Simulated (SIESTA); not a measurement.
Runs of SIESTA 5.4.2 on BN. It takes space group P6_3mc (No. 186, hexagonal). The conventional cell has a = 2.554 Å, b = 2.554 Å, c = 4.227 Å, α = 90.00°, β = 90.00°, γ = 120.00°. Around N (site symmetry 3m) lie 4 B at 1.57 to 1.58 Å. B (site symmetry 3m) has 4 N at 1.57 to 1.58 Å as nearest neighbours. Measurements of this composition are mostly on another form, of space group No. 194.

```tsv
task	level	potentials or basis	gap on the mesh (eV)	pressure (GPa)	largest force (eV/Å)
single point	PBE	PseudoDojo 0.4 standard (PBE files), DZP (energy shift 0.003 Ry)	(b)	2.7	0.02
single point	PBE	PseudoDojo 0.4 standard (PBE files), SZP (energy shift 0.003 Ry)	5.51	(a)	0.10
single point	PBE	PseudoDojo 0.4 standard (PBE files), DZ (energy shift 0.003 Ry)	6.95	6.9	0.03
single point	PBEsol	PseudoDojo 0.4 standard (PBEsol files), DZP (energy shift 0.003 Ry)	5.09	-2.1	0.02
```

Alike in all rows: no spin polarisation; cell as given; k mesh 12 × 12 × 6; smearing fermi-dirac 0.05 eV; grid cutoff 800 Ry; energy shift 0.003 Ry.

Problem. Estimate the missing entries.

Solution. (a) 11.8; (b) 5.33.

Caveats: the basis of atomic orbitals isn't converged, which shifts pressures, moduli and gaps; the basis has no polarisation orbitals (some runs).

A k mesh can miss the band edges.
